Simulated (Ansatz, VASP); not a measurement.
## Ti (linear Ti chain) in two plane-wave programs

One calculation is typed for both programs; each brings its own data sets. How far apart do they land? The structure shown is the end of the Ansatz relaxation below.

Calculated with Ansatz 0.2.0; plane waves, with VASP 6.6.1 beside it; single point at PBE.

## 1. The structure

The cell holds 1 atom: 1 Ti. Its edges and angles: a = 7.500 Å, b = 7.500 Å, c = 2.238 Å, α = 90.0°, β = 90.0°, γ = 90.0°. Vacuum lies along a and b. The structure's axis is c.

## 2. Ansatz: relaxation, PBE

Ansatz runs on its default PAW (the set named soft_2) files.

This run makes the geometry at which the two programs are then compared.

The input, input.yaml:

```yaml
crystal:
  lattice:
    - [7.5, 0.0, 0.0]
    - [0.0, 7.5, 0.0]
    - [0.0, 0.0, 2.976]
  atoms:
    - { symbol: Ti, position: [0.5, 0.5, 0.0] }
kpoints:
  mp_grid: { grid: [1, 1, 27] }
scf:
  occupations: { method: fermi_dirac, width: 0.05 }
hamiltonian:
  xc: pbe
relax:
  cell: { fix: [a, b, alpha, beta, gamma] }
  max_steps: 60
```

Command:

```console
$ ansatz run input.yaml --threads 4 --pin off --max-ram 8192MiB --backend cpu --events-out ev --progress --plain --runs-dir out
```

Numbers of over 12 decimals in the logs are rounded to 6 here.

Output:

```text
Engine: ansatz 0.2.0, aarch64-unknown-linux-gnu
Pseudopotentials: kind: paw
Pseudopotential: Ti, paw, valence charge 12, recommended cutoff 420 eV (normal), Ti.paw.azcp
Functional definition: PBE
  parameter kappa = 0.804
  parameter beta = 0.066725
  exchange = pbe_x(kappa = kappa, mu = beta*pi^2/3)
  correlation = pbe_c(beta = beta)
Crystal: 1 atoms, lattice volume = 167.400 Å³
Basis set: ecut = 420 eV, 3265 PW (Γ), exchange–correlation on 108×108×40 points (8 copies of the dense FFT grid, shifted against one another)
Bands: 10, of which v1, the nominal top of the filled ones, is band 6 counted from 1 (5 counted from 0)
Symmetry: 16 space group operations
Space group: P4/mmm (ITA 123), of the structure as read, at distance tolerance 5.5e-5 Å
k-points: 14 of 27
Non-local potential: Ti, projectors of the file, l = 0: 3, l = 1: 2, l = 2: 3, l = 3: 1
PAW form: soft (Blöchl's): semilocal exchange-correlation on the pseudo side does not see the compensation charge
PAW one-centre angular grid: Ti, 590 points (default); XC on 64 Gauss nodes
Initial density: superposition of atomic densities (neutral atoms: chi_scale 0, normalization atom), corrected by the library's trained network
Initial wavefunctions: pseudopotential atomic-orbital guess
Functional: x = pbe(κ = 0.804, μ = 0.219515), c = pbe(β = 0.066725)
SCF iter   1: F=—  HF=-2495.286318 eV  |F-HF|=—  |Δ(HF+E_count)|=         —  Δρ=5.88e-3  dr2=3.07e-2  ethr=1.77e-3  ⟨swp⟩=4.7  Hψ=1919  notcnv=0
automatic band count: the SCF goes on with 14 bands, as 10 were too few: the levels above may hold too much charge
preconditioner: auto → LDOS  [metal: Δε(μ)=0.007 eV  Ē_g=2.980 eV  σ=0.050 eV  W_gap=0.03  n_scr=12 (ndim 8)  ℏωp=5.7 eV  f_vac=0.580  D(μ)=8.33/eV (n_scr^D=78)  β→1.0]
SCF iter   2: F=—  HF=-2495.301752 eV  |F-HF|=—  |Δ(HF+E_count)|=   1.54e-2  Δρ=9.98e-3  dr2=8.77e-2  ethr=2.56e-4  ⟨swp⟩=3.1  Hψ=491  notcnv=0  defer=2  recentre
SCF iter   3: F=—  HF=-2495.282660 eV  |F-HF|=—  |Δ(HF+E_count)|=   1.91e-2  Δρ=2.36e-3  dr2=6.89e-3  ethr=2.56e-4  ⟨swp⟩=3.0  Hψ=355  notcnv=0  defer=2
SCF iter   4: F=—  HF=-2495.282464 eV  |F-HF|=—  |Δ(HF+E_count)|=   1.95e-4  Δρ=5.85e-4  dr2=4.76e-4  ethr=5.75e-5  ⟨swp⟩=2.1  Hψ=289  notcnv=0  defer=2
SCF iter   5: F=—  HF=-2495.282794 eV  |F-HF|=—  |Δ(HF+E_count)|=   3.29e-4  Δρ=2.46e-4  dr2=8.30e-5  ethr=3.97e-6  ⟨swp⟩=2.1  Hψ=322  notcnv=0  defer=2
SCF iter   6: F=—  HF=-2495.282788 eV  |F-HF|=—  |Δ(HF+E_count)|=   5.27e-6  Δρ=6.92e-5  dr2=5.47e-6  ethr=6.92e-7  ⟨swp⟩=2.7  Hψ=301  notcnv=0  defer=2
SCF iter   7: F=—  HF=-2495.282795 eV  |F-HF|=—  |Δ(HF+E_count)|=   7.05e-6  Δρ=2.98e-5  dr2=1.24e-6  ethr=4.56e-8  ⟨swp⟩=2.0  Hψ=226  notcnv=0  defer=2
SCF iter   8: F=—  HF=-2495.282797 eV  |F-HF|=—  |Δ(HF+E_count)|=   1.11e-6  Δρ=9.49e-6  dr2=1.36e-7  ethr=1.03e-8  ⟨swp⟩=2.0  Hψ=243  notcnv=0  defer=2
SCF iter   9: F=-2495.282797 eV  HF=-2495.282797 eV  |F-HF|=1.76e-9  |Δ(HF+E_count)|=   9.35e-8  Δρ=1.60e-6  dr2=2.13e-9  ethr=8.33e-10  ⟨swp⟩=4.2  Hψ=473  notcnv=0
SCF 1 converged in 9 iterations: F = -2495.282797 eV  dr2 = 2.13e-9
  greatest PAW one-centre occupation: 0.999 electrons in one spin orbital (limit 2), on the Ti atom at site 0 (counted from 0), in its partial waves of l = 0
relax step   1: F+E_penalty+E_count = -2495.28279668 eV  Δ(F+E_penalty+E_count) = +0.000e0 eV  max|allowed force component| = 0.000e0 eV/Å  Δτ_max = 0.0000 Å  P = -1.613 GPa  Ω = 167.400 Å³  fix = [a, b, alpha, beta, gamma]  reactions: a -0.334, b -0.334 GPa  (9 SCF iters, dr2 threshold 1.00e-7 eV, accepted)
[...]
relax step   5: F+E_penalty+E_count = -2496.03283680 eV  Δ(F+E_penalty+E_count) = -1.468e-1 eV  max|allowed force component| = 0.000e0 eV/Å  Δτ_max = 0.0000 Å  P = -0.968 GPa  Ω = 134.548 Å³  energy of the carried Pulay correction = +2.604e-4 eV  fix = [a, b, alpha, beta, gamma]  reactions: a -0.399, b -0.399 GPa  (8 SCF iters, dr2 threshold 1.00e-7 eV, accepted)
[...]
relax step   6: F+E_penalty+E_count = -2496.09022564 eV  Δ(F+E_penalty+E_count) = -5.739e-2 eV  max|allowed force component| = 0.000e0 eV/Å  Δτ_max = 0.0000 Å  P = -0.315 GPa  Ω = 126.178 Å³  energy of the carried Pulay correction = +3.430e-4 eV  fix = [a, b, alpha, beta, gamma]  reactions: a -0.418, b -0.418 GPa  (8 SCF iters, dr2 threshold 1.00e-7 eV, accepted)
[...]
relax step   7: F+E_penalty+E_count = -2496.09036342 eV  Δ(F+E_penalty+E_count) = -1.378e-4 eV  max|allowed force component| = 0.000e0 eV/Å  Δτ_max = 0.0000 Å  P = -0.290 GPa  Ω = 125.872 Å³  energy of the carried Pulay correction = +3.461e-4 eV  fix = [a, b, alpha, beta, gamma]  reactions: a -0.419, b -0.419 GPa  (6 SCF iters, dr2 threshold 2.98e-8 eV, accepted)
[...]
relax step   8: F+E_penalty+E_count = -2496.08960897 eV  Δ(F+E_penalty+E_count) = +7.545e-4 eV  max|allowed force component| = 0.000e0 eV/Å  Δτ_max = 0.0000 Å  P = -0.286 GPa  Ω = 125.872 Å³  fix = [a, b, alpha, beta, gamma]  reactions: a -0.415, b -0.415 GPa  stress off target by 2.89e-2 GPa on what of the cell is left free  SCF on the basis re-selected at this cell (its energy is not comparable with the rows above)  (7 SCF iters)
basis re-selected at this cell: Δ(F+E_penalty+E_count) = +7.545e-4 eV, ΔP = +0.003 GPa vs the last step (what re-selecting the basis moved, of the pressure what is left beyond the Pulay correction that the steps carried, after the strain that the cell walked since its last selection, with what the two solves' SCF thresholds leave and, on support functions, any second-order correction that the steps lacked; it is no measure of the basis error at this ecutwfc). The dense FFT grid was sized anew with the basis: this SCF ran on 54×54×15 points, the steps before it on 54×54×20, so part of this shift can come from that change (see relax.cell in the input reference). [rest of the remark cut]
SCF converged after 7 iterations
Free energy (F): -2496.089609 eV
Harris-Foulkes:  -2496.089609 eV  (|F-HF|=5.46e-12)
Internal energy: -2496.049453 eV  (E = F + TS)
E sigma→0 (E₀):  -2496.069531 eV
Entropy (-TS):   -0.040156 eV (-40.156 meV/atom)
Fermi energy:    -1.062807 eV
--- Per-component energies (eV) ---
  E_band       = -328.103138
  E_kinetic    = 274.560285
  E_local      = -2553.043720  (includes V_loc(G=0)·N_el)
  E_nonlocal   = 13.439627
  E_hartree    = 1115.497192
  E_xc         = -94.849631
  E_vxc        = -118.362769  (∫ρ·V_xc dr)
  E_paw        = -1050.552395  (= ΣΔE_a)
  E_vpaw       = -175.691079  (= ΣTr[D̂ρ^β])
  E_aug_tail   = 0.000131  (compensation charges beyond the density's cutoff)
  E_ewald      = -201.100942
  E_smearing   = -0.040156  (= −TS)
  E_closure    = 0.000000  (closes the sum)
  Σ components = -2496.089609   (vs F -2496.089609, Δ=0.00e0)
--- Forces (eV/Å), atoms counted from 1 ---
  atom   1  Ti    -0.00000000    -0.00000000    -0.00000000
  max |Σ_I F_I| component: 9.47e-30 eV/Å
--- Stress (GPa, compression-positive) ---
       -0.415265       0.000000      -0.000000
        0.000000      -0.415265      -0.000000
       -0.000000      -0.000000      -0.028901
  P = ⅓ Tr σ = -0.2865 GPa (-2.865 kbar)
--- Relaxed structure (7 steps of the walk, 7 accepted, 1 SCFs on fresh bases) ---
  F+E_penalty+E_count = -2496.08960897 eV   max|allowed force component| = 0.000e0 eV/Å   (the final SCF, on the basis selected at the relaxed cell)
  cell:  # Å, volume = 125.8724 Å³
    - [7.5, 0.0, 0.0]
    - [0.0, 7.5, 0.0]
    - [0.0, 0.0, 2.237731]
  atoms:
    - { symbol: Ti, position: [0.5, 0.5, 0.0] }
```

## 3. VASP: single point, PBE

The same cell, functional, mesh and smearing now go to VASP, with its own data sets.

Lines of VASP's logs that name or quote its potential files are left out, and so is its time.

The input, INCAR:

```
SYSTEM = Ti
PREC = Accurate
ENCUT = 500
EDIFF = 1E-06
NELM = 120
ISMEAR = -1
SIGMA = 0.05
LREAL = .FALSE.
ALGO = Normal
GGA = PE
NBANDS = 12
LASPH = .TRUE.
LORBIT = 11
LWAVE = .FALSE.
LCHARG = .FALSE.
ISIF = 2
GGA_COMPAT = .FALSE.
```

The input, POSCAR:

```
Ti
1.0
    7.5000000000      0.0000000000      0.0000000000
    0.0000000000      7.5000000000      0.0000000000
    0.0000000000      0.0000000000      2.2377313964
Ti
1
Direct
    0.5000000000      0.5000000000      0.0000000000
```

The input, KPOINTS:

```
Automatic mesh
0
Gamma
1 1 27
0 0 0
```

PAW data sets: Ti_sv (PBE family, release 64).

Command:

```console
$ mpirun -np 1 vasp_std
```

Output:

```text
[banner, memory and clock lines left out]
running    1 mpi-ranks, on    1 nodes
 distrk:  each k-point on    1 cores,    1 groups
 distr:  one band on    1 cores,    1 groups

 POSCAR found type information on POSCAR Ti
 POSCAR found :  1 types and       1 ions
 LDA part: xc-table for (Slater+PW92), standard interpolation
 POSCAR, INCAR and KPOINTS ok, starting setup
 FFT: planning ... GRIDC
 FFT: planning ... GRID_SOFT
 FFT: planning ... GRID
 WAVECAR not read
 entering main loop
       N       E                     dE             d eps       ncg     rms          rms(c)
DAV:   1     0.619377862202E+02    0.61938E+02   -0.66519E+03   424   0.779E+02
DAV:   2     0.253456497311E+01   -0.59403E+02   -0.55270E+02   480   0.187E+02
DAV:   3    -0.423136713284E+01   -0.67659E+01   -0.62200E+01   560   0.558E+01
DAV:   4    -0.478966374307E+01   -0.55830E+00   -0.54845E+00   444   0.125E+01
DAV:   5    -0.482730598178E+01   -0.37642E-01   -0.37628E-01   496   0.274E+00    0.706E+00
DAV:   6    -0.433699012486E+01    0.49032E+00   -0.23072E-01   368   0.716E+00    0.347E+00
DAV:   7    -0.426412103150E+01    0.72869E-01   -0.36883E-01   408   0.598E+00    0.852E-01
DAV:   8    -0.425511350882E+01    0.90075E-02   -0.22258E-02   352   0.173E+00    0.438E-01
DAV:   9    -0.425689240332E+01   -0.17789E-02   -0.52978E-03   428   0.872E-01    0.193E-01
DAV:  10    -0.425700648211E+01   -0.11408E-03   -0.69124E-04   456   0.284E-01    0.159E-01
DAV:  11    -0.425692223036E+01    0.84252E-04   -0.72648E-04   372   0.388E-01    0.467E-02
DAV:  12    -0.425728387402E+01   -0.36164E-03   -0.32038E-04   404   0.166E-01    0.836E-02
DAV:  13    -0.425727577170E+01    0.81023E-05   -0.12943E-04   388   0.148E-01    0.122E-02
DAV:  14    -0.425731657164E+01   -0.40800E-04   -0.43282E-05   408   0.537E-02    0.852E-03
DAV:  15    -0.425732428167E+01   -0.77100E-05   -0.10018E-05   348   0.209E-02    0.231E-03
DAV:  16    -0.425732625159E+01   -0.19699E-05   -0.19790E-06   372   0.781E-03    0.163E-03
DAV:  17    -0.425732634851E+01   -0.96927E-07   -0.32992E-07   268   0.361E-03
   1 F= -.42573263E+01 E0= -.42374749E+01  d E =-.397029E-01
```

Parts of OUTCAR (step 3):

```text
ion  position               nearest neighbor table
   1  0.500  0.500  0.000-

  LATTYP: Found a simple tetragonal cell.
 ALAT       =     7.5000000000
 C/A-ratio  =     0.2983641862

 Subroutine GETGRP returns: Found 16 space group operations
 (whereof 16 operations were pure point group operations)

The static configuration has the point symmetry D_4h.

 Found     14 irreducible k-points:

   k-points           NKPTS =     14   k-points in BZ     NKDIM =     14   number of bands    NBANDS=     12

   dimension x,y,z NGX =    56 NGY =   56 NGZ =   16
   dimension x,y,z NGXF=   112 NGYF=  112 NGZF=   32

   ENCUT  =  500.0 eV  36.75 Ry    6.06 a.u.  13.67 13.67  4.08*2*pi/ulx,y,z

   NELECT =      12.0000    total number of electrons

 k-points in reciprocal lattice and weights: Automatic mesh
   0.00000000  0.00000000  0.00000000       0.037
   0.00000000  0.00000000  0.03703704       0.074
   0.00000000  0.00000000  0.07407407       0.074
   0.00000000  0.00000000  0.11111111       0.074
   0.00000000  0.00000000  0.14814815       0.074
   0.00000000  0.00000000  0.18518519       0.074
   0.00000000  0.00000000  0.22222222       0.074
   0.00000000  0.00000000  0.25925926       0.074
   0.00000000  0.00000000  0.29629630       0.074
[...]
0.00000000  0.00000000  0.44444444       0.074
   0.00000000  0.00000000  0.48148148       0.074

 average (electrostatic) potential at core
       1 -82.3793

 E-fermi :  -1.7690

 k-point     1 :       0.0000    0.0000    0.0000
  band No.  band energies     occupation
    ...
      4     -32.9903      2.00000
      5      -4.2885      2.00000
      6      -2.9408      2.00000
      7      -1.8696      1.76420
      8      -1.7804      1.11350
      9      -0.5440      0.00000
     10      -0.5440      0.00000
     11       1.5616      0.00000
     12       2.3922      0.00000

 k-point     2 :       0.0000    0.0000    0.0370
  band No.  band energies     occupation
    ...
      4     -33.0332      2.00000
      5      -4.2123      2.00000
      6      -2.8863      2.00000
      7      -1.8476      1.65621
      8      -1.7593      0.90337
      9      -0.5462      0.00000
     10      -0.5462      0.00000
     11       1.6009      0.00000
     12       2.4982      0.00000

 k-point     3 :       0.0000    0.0000    0.0741
  band No.  band energies     occupation
    ...
      3     -35.1571      2.00000
      4     -33.1590      2.00000
      5      -3.9930      2.00000
      6      -2.7184      2.00000
      7      -1.7823      1.13285
      8      -1.6967      0.38156
      9      -0.5633      0.00000
     10      -0.5633      0.00000
     11       1.7189      0.00000
     12       2.3578      0.00000

  Total       -0.3331095     -0.3331095      0.0718910      0.0000000      0.0000000     -0.0000000
  in kB       -4.2400117     -4.2400117      0.9150709      0.0000000      0.0000000     -0.0000000
  external PRESSURE =      -2.5216508 kB  Pullay stress =       0.0000000 kB

  energy-cutoff  :      500.00
  volume of cell :      125.87
      direct lattice vectors                 reciprocal lattice vectors
     7.500000000  0.000000000  0.000000000     0.133333333  0.000000000  0.000000000
     0.000000000  7.500000000  0.000000000     0.000000000  0.133333333  0.000000000
     0.000000000  0.000000000  2.237731396     0.000000000  0.000000000  0.446881159

 POSITION                                       TOTAL-FORCE (eV/Angst)
 -----------------------------------------------------------------------------------
      3.75000      3.75000      0.00000         0.000000      0.000000      0.000000
 -----------------------------------------------------------------------------------
    total drift:                                0.000000      0.000000      0.000000

  FREE ENERGIE OF THE ION-ELECTRON SYSTEM (eV)
  ---------------------------------------------------
  free  energy   TOTEN  =        -4.2573263485 eV

  energy  without entropy=       -4.2176234206  energy(sigma->0) =       -4.23747488

 total charge
# of ion       s       p       d       tot
------------------------------------------
    1        2.254   5.970   2.268  10.492

[... 3 further parts left out ...]
```

## 4. Comparison

Known differences besides the potentials themselves: the cutoff is 420 eV in Ansatz and 500 eV in VASP; Ansatz's pressure holds a Pulay correction, VASP's none. Total energies have different zeros and are not compared.

Compared:

| quantity | Ansatz | VASP | difference |
| --- | --- | --- | --- |
| pressure (GPa) | -0.29 | -0.25 | -0.03 |

## 5. What came out

| Item | Value |
| --- | --- |
| difference in pressure (single point, PBE) | -0.034 GPa |

The difference in pressure is -0.034 GPa (single point, PBE), within the 1 GPa picked in this series as the mark of a large difference. How closely two codes agree says nothing of how well the functional describes the real material.

[Lines on the potential files, build, host, timing and source positions are cut from VASP's logs without a mark.]

[Logs are printed without paths, hosts, clocks, repeated set-up lines and the standing remarks that a program may print on its own settings, such as how far it seeks lower states.]

[Hosts, paths, dates, database ids (printed as entryN), source tags and the programs' standing remarks are cut or masked in the printed files.]
